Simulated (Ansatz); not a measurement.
ZnS:

```
Zn S
1.0
     0.00000    2.70200    2.70200
     2.70200    0.00000    2.70200
     2.70200    2.70200    0.00000
Zn S
1 1
Cartesian
  4.0530 4.0530 4.0530
  0.0000 0.0000 0.0000
```

Base run:

| Item | Value |
| --- | --- |
| Program | Ansatz 0.2.0 |
| Functional | PBE |
| Potentials or basis | Ansatz PAW |
| Cutoff | 420 eV (not typed: the program's choice for these potentials) |
| k mesh | 9 × 9 × 9 |
| Occupations | gaussian, width 0.011 eV |
| Spin | no spin polarisation |

Its results: band gap on the k mesh 2.11 eV, direct; pressure 1.6 GPa.

Q: After a change of settings the same cell gave: band gap on the k mesh 1.97 eV, direct; pressure -2.0 GPa. Which change was it?
A. occupations from gaussian, width 0.011 eV to fermi-dirac, width 0.05 eV
B. functional from PBE to LDA; occupations from gaussian, width 0.011 eV to fermi-dirac, width 0.05 eV
C. functional from PBE to PBEsol; occupations from gaussian, width 0.011 eV to fermi-dirac, width 0.05 eV

A: C.

Caveats: odd divisions of the mesh miss points on the zone boundary, where band edges often lie, so the gap on the mesh can be too wide (some runs); the PAW data sets come from PBE, with cores solved anew for the run's functional, which leaves a small shift of forces and pressure (some runs).
